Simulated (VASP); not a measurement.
# ZnSe (Stilleite): input slips in a phonon run and what they do, part 2 of 2

Aim: see how common mistakes in a phonon run show up, on ZnSe (Stilleite). The starting structure is a measured crystal structure from the Crystallography Open Database.

VASP 6.6.1.

Results so far: reference T2 218.3 cm⁻¹.

## 3. Modes with finite displacements, else as the reference

Level of this step: LDA; plane waves and PAW (Se, Zn) (VASP).

Against step 2 the input has IBRION = 6, NFREE = 2, POTIM = 0.015, no LEPSILON and no LPEAD (also changed: NSW).

Contents of INCAR:

```
SYSTEM = ZnSe
PREC = Accurate
ENCUT = 450
EDIFF = 1E-08
NELM = 100
ISMEAR = 0
SIGMA = 0.03
LREAL = .FALSE.
ALGO = Normal
GGA = CA
NBANDS = 15
LORBIT = 11
LWAVE = .FALSE.
LCHARG = .FALSE.
KPAR = 8
IBRION = 6
NFREE = 2
POTIM = 0.015
NSW = 1
ISIF = 2
```

Contents of POSCAR:

```
ZnSe
1.0
    0.0000000000      2.7871508801      2.7871508801
    2.7871508801      0.0000000000      2.7871508801
    2.7871508801      2.7871508801      0.0000000000
Se Zn
1 1
Direct
    0.7500000000      0.7500000000      0.7500000000
    0.0000000000      0.0000000000      0.0000000000
```

Contents of KPOINTS:

```
Automatic mesh
0
Gamma
10 10 10
0 0 0
```

Potentials, in the order of the species: Se and Zn (LDA family, release 64).

On the command line:

```bash
$ mpirun -np 8 vasp_std
```

The program printed:

```text
[banner, memory and clock lines left out]
running    8 mpi-ranks, on    1 nodes
[...]
[... a notice as in an earlier step ...]

 LDA part: xc-table for (Slater(with rela. corr.)+CA(PZ))
 , standard interpolation
 POSCAR, INCAR and KPOINTS ok, starting setup
[...]
entering main loop
       N       E                     dE             d eps       ncg     rms          rms(c)
[... 14 cycles as in an earlier step ...]
   1 F= -.73723932E+01 E0= -.73723932E+01  d E =-.286566E-17
[... from here on, the cycles between the ionic steps are left out ...]
   2 F= -.73716848E+01 E0= -.73716848E+01  d E =-.421913E-15
   3 F= -.73716849E+01 E0= -.73716849E+01  d E =-.420185E-15
   4 F= -.73716915E+01 E0= -.73716915E+01  d E =-.420879E-15
   5 F= -.73716915E+01 E0= -.73716915E+01  d E =-.420891E-15
 Finite differences progress:
  Degree of freedom:   2/  2
  Displacement:        2/  2
  Total:               4/  4
```

Run time: 54 s. Hardware: 8 MPI ranks of AMD EPYC 7R43, shared host; peak memory 2 GiB.

OUTCAR, selected parts (step 3):

```text
  Total        0.0048585      0.0062950      0.0062950      0.0000000      0.0956496      0.0000000
  in kB        0.1797647      0.2329120      0.2329120      0.0000000      3.5390159      0.0000000
  external PRESSURE =       0.2151963 kB  Pullay stress =       0.0000000 kB

 POSITION                                       TOTAL-FORCE (eV/Angst)
 -----------------------------------------------------------------------------------
      4.18073      4.18073      4.18073        -0.094176     -0.000000     -0.000000
     -0.01500      0.00000      0.00000         0.094176      0.000000      0.000000
 -----------------------------------------------------------------------------------
    total drift:                               -0.000277      0.000000      0.000000

  FREE ENERGIE OF THE ION-ELECTRON SYSTEM (eV)
  ---------------------------------------------------
  free  energy   TOTEN  =        -7.3716915065 eV

  energy  without entropy=       -7.3716915065  energy(sigma->0) =       -7.37169151

[... 2 parts as in an earlier step ...]

[... 1 further part left out ...]
[key lines of the parts left out:]
E-fermi :   2.1230
```

The last energy, forces and stress in OUTCAR belong to the last displaced cell, not to that of POSCAR.

With finite displacements, else as the reference the mode is T2 218.6 cm⁻¹, +0.3 cm⁻¹ from the reference.

## 4. Modes with a cutoff far too low

A slip made on purpose: a cutoff far too low. Against step 2 the input has ENCUT = 150 (also changed: NELM).

Contents of INCAR:

```
SYSTEM = ZnSe
PREC = Accurate
ENCUT = 150
EDIFF = 1E-08
NELM = 60
ISMEAR = 0
SIGMA = 0.03
LREAL = .FALSE.
ALGO = Normal
GGA = CA
NBANDS = 15
LORBIT = 11
LWAVE = .FALSE.
LCHARG = .FALSE.
KPAR = 8
IBRION = 8
LEPSILON = .TRUE.
LPEAD = .TRUE.
ISIF = 2
```

POSCAR is that of step 3.

KPOINTS is that of step 3.

On the command line:

```bash
$ mpirun -np 8 vasp_std
```

The program printed:

```text
[... set-up lines as in an earlier step ...]
 entering main loop
       N       E                     dE             d eps       ncg     rms          rms(c)
DAV:   1     0.339425551543E+02    0.33943E+02   -0.44780E+03  1554   0.448E+02
DAV:   2    -0.260241885662E+01   -0.36545E+02   -0.35611E+02  1795   0.120E+02
DAV:   3    -0.326469633089E+01   -0.66228E+00   -0.66198E+00  1550   0.162E+01
DAV:   4    -0.326638114515E+01   -0.16848E-02   -0.16848E-02  1865   0.862E-01
[...]
DAV:  15    -0.187445938809E+00   -0.62104E-07   -0.36950E-08  1648   0.168E-03    0.533E-04
DAV:  16    -0.187445962796E+00   -0.23987E-07   -0.13295E-09   852   0.240E-04    0.539E-05
DAV:  17    -0.187445964094E+00   -0.12983E-08   -0.32240E-10   775   0.191E-04
   1 F= -.18744596E+00 E0= -.18744596E+00  d E =-.160977E-18
 Linear response reoptimize wavefunctions to high precision
DAV:   1    -0.187445962189E+00    0.19049E-08   -0.34987E-11   810   0.432E-05
DAV:   2    -0.187445962223E+00   -0.33424E-10   -0.27115E-12   782   0.839E-06
 Linear response to external field (no local field effect), progress :
[...]
RMM:  11    -0.803093783292E-01   -0.80851E-09   -0.71185E-11  7649   0.264E-06    0.199E-07
 first order change of Fermi-energy   0.32715E-03
 force on displaced ion       1 direction 1 :  -6.008   0.000   0.000
 Born effective charge ion    1 direction 1 :  -2.099   0.000   0.000
 Linear response progress:
  Degree of freedom:   2/  2
       N       E                     dE             d eps       ncg     rms          rms(c)
RMM:   1    -0.311812959379E+00   -0.31181E+00   -0.27165E-02  6018   0.242E+00
RMM:   2    -0.313532410404E+00   -0.17195E-02   -0.47099E-03  8272   0.426E-01    0.218E-01
RMM:   3    -0.313341508366E+00    0.19090E-03   -0.29218E-04  9336   0.107E-01    0.125E-01
RMM:   4    -0.313876926673E+00   -0.53542E-03   -0.37203E-04  8764   0.122E-01    0.168E-02
[...]
RMM:   9    -0.314188908365E+00    0.18355E-06   -0.38913E-08  9587   0.497E-05    0.912E-06
RMM:  10    -0.314188935352E+00   -0.26987E-07   -0.14530E-08  9881   0.123E-05    0.251E-06
RMM:  11    -0.314188932709E+00    0.26435E-08   -0.40508E-09  8380   0.455E-06    0.111E-06
 first order change of Fermi-energy  -0.53979E-04
 force on displaced ion       2 direction 1 :  -6.088   0.000   0.000
 Born effective charge ion    2 direction 1 :   2.099   0.000   0.000
 Born effective charges drift removed
 Linear response finished
```

Elapsed: 35 s, on 8 MPI ranks; peak memory 1.1 GiB; 4.5 min of CPU time.

OUTCAR, selected parts (step 4):

```text
  Total      -57.8054434    -57.8054434    -57.8054434     -0.0000000     -0.0000000     -0.0000000
  in kB    -2138.7887210  -2138.7887210  -2138.7887210     -0.0000000     -0.0000000     -0.0000000
  external PRESSURE =   -2138.7887210 kB  Pullay stress =       0.0000000 kB

 POSITION                                       TOTAL-FORCE (eV/Angst)
 -----------------------------------------------------------------------------------
      4.18073      4.18073      4.18073         0.000000      0.000000      0.000000
      0.00000      0.00000      0.00000        -0.000000     -0.000000     -0.000000
 -----------------------------------------------------------------------------------
    total drift:                                0.000002      0.000002      0.000001

 MACROSCOPIC STATIC DIELECTRIC TENSOR (including local field effects in DFT)
 ------------------------------------------------------
           7.749322    -0.000000    -0.000000
           0.000000     7.749322     0.000000
          -0.000000    -0.000000     7.749322
 ------------------------------------------------------

 MACROSCOPIC STATIC DIELECTRIC TENSOR IONIC CONTRIBUTION
 ------------------------------------------------------
           3.047400    -0.000000    -0.000000
          -0.000000     3.047400    -0.000000
          -0.000000    -0.000000     3.047400
 ------------------------------------------------------

[... 1 part as in an earlier step ...]

[... 1 further part left out ...]
```

With a cutoff far too low the mode is T2 214.5 cm⁻¹, -3.8 cm⁻¹ from the reference.

## 5. Modes with perturbation theory asked for with a meta-GGA

A slip made on purpose: perturbation theory asked for with a meta-GGA. Against step 2 the input has METAGGA = R2SCAN, LASPH = .TRUE. and no GGA (also changed: NELM).

Changes to INCAR since step 4:

```diff
@@ -2,3 +2,3 @@
 PREC = Accurate
-ENCUT = 150
+ENCUT = 450
 EDIFF = 1E-08
@@ -9,3 +9,2 @@
 ALGO = Normal
-GGA = CA
 NBANDS = 15
@@ -19 +18,3 @@
 ISIF = 2
+METAGGA = R2SCAN
+LASPH = .TRUE.
```

POSCAR is that of step 4.

KPOINTS is that of step 4.

On the command line:

```bash
$ mpirun -np 8 vasp_std
```

The program printed:

```text
[banner, memory and clock lines left out]
running    8 mpi-ranks, on    1 nodes
[...]
[... a notice as in an earlier step ...]

|                                                                             |
|               ----> ADVICE to this user running VASP <----                  |
|                                                                             |
|     You enforced a specific xc type in the INCAR file but a different       |
|     [... a line on the potential file left out ...]
|     I HOPE YOU KNOW WHAT YOU ARE DOING!                                     |
|                                                                             |

 LDA part: xc-table for (None), standard interpolation
 POSCAR, INCAR and KPOINTS ok, starting setup
[...]
entering main loop
       N       E                     dE             d eps       ncg     rms          rms(c)
DAV:   1    -0.203145260952E+03   -0.20315E+03   -0.84190E+03  1410   0.128E+03
DAV:   2    -0.288919354210E+03   -0.85774E+02   -0.81642E+02  1571   0.254E+02
[...]
1 F= -.29135896E+03 E0= -.29135896E+03  d E =-.195622E-23
|                                                                             |
|     EEEEEEE  RRRRRR   RRRRRR   OOOOOOO  RRRRRR      ###     ###     ###     |
|     E        R     R  R     R  O     O  R     R     ###     ###     ###     |
|     E        R     R  R     R  O     O  R     R     ###     ###     ###     |
|     EEEEE    RRRRRR   RRRRRR   O     O  RRRRRR       #       #       #      |
|     E        R   R    R   R    O     O  R   R                               |
|     E        R    R   R    R   O     O  R    R      ###     ###     ###     |
|     EEEEEEE  R     R  R     R  OOOOOOO  R     R     ###     ###     ###     |
|                                                                             |
|     You have switched on METAGGA and linear-response routines. This         |
|     combination is currently not supported. If you have selected            |
|     LEPSILON=.TRUE., you can try using LCALCEPS=.TRUE. instead. In all      |
|     other cases, VASP will stop. SOOO sorry...                              |
|                                                                             |
|       ---->  I REFUSE TO CONTINUE WITH THIS SICK JOB ... BYE!!! <----       |
|                                                                             |

1
1
1
1
1
1
1
1
```

Wall time 49 s (8 MPI ranks).

VASP stopped with this message: “You have switched on METAGGA and linear-response routines. This combination is currently not supported. If you have selected LEPSILON=.TRUE., you can try using LCALCEPS=.TRUE. instead”.

## 6. Modes with a structure that was not relaxed

A slip made on purpose: a structure that was not relaxed. Against step 2 the input has another starting structure (also changed: NELM).

Changes to INCAR since step 5:

```diff
@@ -9,2 +9,3 @@
 ALGO = Normal
+GGA = CA
 NBANDS = 15
@@ -18,3 +19 @@
 ISIF = 2
-METAGGA = R2SCAN
-LASPH = .TRUE.
```

Contents of POSCAR:

```
ZnSe
1.0
    0.0000000000      2.8338000000      2.8338000000
    2.8338000000      0.0000000000      2.8338000000
    2.8338000000      2.8338000000      0.0000000000
Se Zn
1 1
Direct
    0.7500000000      0.7500000000      0.7500000000
    0.0000000000      0.0000000000      0.0000000000
```

KPOINTS is that of step 5.

On the command line:

```bash
$ mpirun -np 8 vasp_std
```

The program printed:

```text
[... set-up lines as in an earlier step ...]
 entering main loop
       N       E                     dE             d eps       ncg     rms          rms(c)
DAV:   1     0.823488188126E+02    0.82349E+02   -0.81863E+03  1410   0.124E+03
DAV:   2    -0.241444920652E+01   -0.84763E+02   -0.80096E+02  1550   0.245E+02
DAV:   3    -0.761428141071E+01   -0.51998E+01   -0.51803E+01  1718   0.616E+01
DAV:   4    -0.765711988113E+01   -0.42838E-01   -0.42830E-01  1662   0.612E+00
[...]
DAV:  12    -0.735079750132E+01   -0.90551E-07   -0.18480E-06  1690   0.953E-03    0.138E-03
DAV:  13    -0.735079751183E+01   -0.10512E-07   -0.59852E-08  1683   0.299E-03    0.486E-04
DAV:  14    -0.735079751206E+01   -0.22283E-09   -0.37678E-09  1076   0.579E-04
   1 F= -.73507975E+01 E0= -.73507975E+01  d E =-.776298E-16
 Linear response reoptimize wavefunctions to high precision
DAV:   1    -0.735079751178E+01    0.28012E-09   -0.12417E-09  1405   0.551E-04
DAV:   2    -0.735079751179E+01   -0.11369E-10   -0.46427E-10   894   0.169E-04
 Linear response to external field (no local field effect), progress :
[...]
RMM:  13    -0.825683361915E-01   -0.18371E-07   -0.14727E-09  4000   0.145E-05    0.794E-08
 first order change of Fermi-energy   0.30611E-03
 force on displaced ion       1 direction 1 :  -5.279  -0.000  -0.000
 Born effective charge ion    1 direction 1 :  -2.051   0.000   0.000
 Linear response progress:
  Degree of freedom:   2/  2
       N       E                     dE             d eps       ncg     rms          rms(c)
RMM:   1    -0.212949934340E+00   -0.21295E+00   -0.14578E-02  7178   0.201E+00
RMM:   2    -0.211307458412E+00    0.16425E-02   -0.23461E-03  8177   0.356E-01    0.828E-02
RMM:   3    -0.211040129492E+00    0.26733E-03   -0.39659E-05  9147   0.439E-02    0.498E-02
RMM:   4    -0.210704945156E+00    0.33518E-03   -0.16889E-05  9423   0.270E-02    0.254E-03
[...]
RMM:   9    -0.210718093466E+00   -0.10180E-07    0.11555E-08 10149   0.632E-05    0.384E-06
RMM:  10    -0.210718079680E+00    0.13785E-07    0.13510E-08  9356   0.412E-05    0.208E-06
RMM:  11    -0.210718083982E+00   -0.43018E-08    0.19888E-09  8645   0.353E-05    0.473E-07
 first order change of Fermi-energy  -0.45631E-04
 force on displaced ion       2 direction 1 :  -5.353   0.000   0.000
 Born effective charge ion    2 direction 1 :   2.049   0.000   0.000
 Born effective charges drift removed
 Linear response finished
```

It took 2.9 min on 8 MPI ranks; peak memory 3.1 GiB; 23 min of CPU time.

Parts of OUTCAR (step 6):

```text
  Total       -0.9027244     -0.9027244     -0.9027244      0.0000000     -0.0000000      0.0000000
  in kB      -31.7781184    -31.7781184    -31.7781184      0.0000000     -0.0000000      0.0000000
  external PRESSURE =     -31.7781184 kB  Pullay stress =       0.0000000 kB

 POSITION                                       TOTAL-FORCE (eV/Angst)
 -----------------------------------------------------------------------------------
      4.25070      4.25070      4.25070        -0.000000     -0.000000     -0.000000
      0.00000      0.00000      0.00000         0.000000      0.000000      0.000000
 -----------------------------------------------------------------------------------
    total drift:                                0.000000      0.000000     -0.000000

 MACROSCOPIC STATIC DIELECTRIC TENSOR (including local field effects in DFT)
 ------------------------------------------------------
           7.544968    -0.000000    -0.000000
           0.000000     7.544968     0.000000
          -0.000000     0.000000     7.544968
 ------------------------------------------------------

 MACROSCOPIC STATIC DIELECTRIC TENSOR IONIC CONTRIBUTION
 ------------------------------------------------------
           3.145983    -0.000000     0.000000
          -0.000000     3.145983     0.000000
           0.000000     0.000000     3.145983
 ------------------------------------------------------

[... 1 part as in an earlier step ...]

[... 1 further part left out ...]
```

With a structure that was not relaxed the mode is T2 201.1 cm⁻¹, -17.2 cm⁻¹ from the reference.

## 7. Modes with one-sided displacements

A slip made on purpose: one-sided displacements. Against step 2 the input has IBRION = 6, NFREE = 1, POTIM = 0.015, no LEPSILON and no LPEAD (also changed: NELM and NSW).

Changes to INCAR since step 6:

```diff
@@ -15,5 +15,6 @@
 KPAR = 8
-IBRION = 8
-LEPSILON = .TRUE.
-LPEAD = .TRUE.
+IBRION = 6
+NFREE = 1
+POTIM = 0.015
+NSW = 1
 ISIF = 2
```

Contents of POSCAR:

```
ZnSe
1.0
    0.0000000000      2.7871508801      2.7871508801
    2.7871508801      0.0000000000      2.7871508801
    2.7871508801      2.7871508801      0.0000000000
Se Zn
1 1
Direct
    0.7500000000      0.7500000000      0.7500000000
    0.0000000000      0.0000000000      0.0000000000
```

KPOINTS is that of step 6.

On the command line:

```bash
$ mpirun -np 8 vasp_std
```

The program printed:

```text
[... set-up lines as in an earlier step ...]
 entering main loop
       N       E                     dE             d eps       ncg     rms          rms(c)
[... 14 cycles as in an earlier step ...]
   1 F= -.73723932E+01 E0= -.73723932E+01  d E =-.286566E-17
 Found     2 degrees of freedom:
 Finite differences POTIM= 0.01500 DOF=   2
[...]
N       E                     dE             d eps       ncg     rms          rms(c)
[... 6 cycles as in an earlier step ...]
   2 F= -.73716848E+01 E0= -.73716848E+01  d E =-.421913E-15
 Finite differences progress:
  Degree of freedom:   1/  2
  Displacement:        1/  1
  Total:               1/  2
[...]
N       E                     dE             d eps       ncg     rms          rms(c)
DAV:   1    -0.737049778997E+01    0.11870E-02   -0.12945E+00  5263   0.837E+00    0.150E-01
DAV:   2    -0.737171852433E+01   -0.12207E-02   -0.12933E-02  6278   0.912E-01    0.823E-02
DAV:   3    -0.737169388631E+01    0.24638E-04   -0.83187E-05  6245   0.136E-01    0.266E-02
DAV:   4    -0.737169145159E+01    0.24347E-05   -0.10344E-05  6447   0.548E-02    0.410E-03
DAV:   5    -0.737169150185E+01   -0.50260E-07   -0.91973E-07  6089   0.825E-03    0.142E-03
DAV:   6    -0.737169149842E+01    0.34318E-08   -0.10278E-07  6559   0.295E-03    0.360E-04
DAV:   7    -0.737169149941E+01   -0.99908E-09   -0.16923E-08  5226   0.183E-03
   3 F= -.73716915E+01 E0= -.73716915E+01  d E =-.421672E-15
 Finite differences progress:
  Degree of freedom:   2/  2
  Displacement:        1/  1
  Total:               2/  2
```

Elapsed: 26 s, on 8 MPI ranks; peak memory 2 GiB; 3.3 min of CPU time.

Parts of OUTCAR (step 7):

```text
  Total        0.0052444      0.0066556      0.0066556      0.0000000     -0.0956100      0.0000000
  in kB        0.1940428      0.2462559      0.2462559      0.0000000     -3.5375477      0.0000000
  external PRESSURE =       0.2288515 kB  Pullay stress =       0.0000000 kB

 POSITION                                       TOTAL-FORCE (eV/Angst)
 -----------------------------------------------------------------------------------
      4.18073      4.18073      4.18073         0.094159      0.000000      0.000000
      0.01500      0.00000      0.00000        -0.094159     -0.000000     -0.000000
 -----------------------------------------------------------------------------------
    total drift:                                0.000304     -0.000001     -0.000001

  FREE ENERGIE OF THE ION-ELECTRON SYSTEM (eV)
  ---------------------------------------------------
  free  energy   TOTEN  =        -7.3716914994 eV

  energy  without entropy=       -7.3716914994  energy(sigma->0) =       -7.37169150

[... 2 parts as in an earlier step ...]

[... 1 further part left out ...]
[key lines of the parts left out:]
E-fermi :   2.1230
```

With one-sided displacements the mode is T2 218.6 cm⁻¹, as with finite displacements, else as the reference.

## 8. All runs side by side

```
                                          run            ended     T2                method  core minutes
                                    reference        converged  218.3   perturbation theory          16.9
  finite displacements, else as the reference        converged  218.6  finite displacements           7.2
                         a cutoff far too low        converged  214.5   perturbation theory          4.67
perturbation theory asked for with a meta-GGA  stopped by VASP      -   perturbation theory          6.53
             a structure that was not relaxed        converged  201.1   perturbation theory          22.8
                      one-sided displacements        converged  218.6  finite displacements          3.47
```

Modes are in cm⁻¹, degenerate ones as one, matched between runs by symmetry and order. A number in brackets counts the listed modes of one symmetry from the lowest. The symmetry labels come from an automatic analysis and can be wrong where levels nearly coincide. Core minutes are wall time times ranks of the run shown, on a shared host.

## 9. What came out

```yaml
t2_reference: 218.3 cm⁻¹
t2_finite_displacements_else_as_the_reference: 218.6 cm⁻¹
t2_a_cutoff_far_too_low: 214.5 cm⁻¹
t2_a_structure_that_was_not_relaxed: 201.1 cm⁻¹
t2_one_sided_displacements: 218.6 cm⁻¹
run_with_perturbation_theory_asked_for_with_a_meta_gga: stopped by VASP
```

In words: VASP stopped by itself in the run with perturbation theory asked for with a meta-GGA. Finished, but with signs in the output that stand out against the reference: a cutoff far too low, with modes off by up to -3.8 cm⁻¹, in T2 (signs: a pressure of -213.9 GPa on the undisplaced cell); a structure that was not relaxed, with modes off by up to -17 cm⁻¹, in T2 (signs: a pressure of -3.2 GPa on the undisplaced cell). Little came of one-sided displacements in this material. Runs with finite displacements are held against the sound run of that kind. The dielectric constants and Born charges in the logs aren't compared here; at a small gap they can be far off, and in a run without a gap they mean nothing. The frequencies are harmonic, and the splitting of polar modes by their long-range field is left out. Further runs on this material are not shown.

[Lines on the potential files, build, host, timing and source positions are cut from VASP's logs without a mark.]

[Logs are printed without paths, hosts, clocks, repeated set-up lines and the standing remarks that a program may print on its own settings, such as how far it seeks lower states.]

[Hosts, paths, dates, database ids (printed as entryN), source tags and the programs' standing remarks are cut or masked in the printed files.]
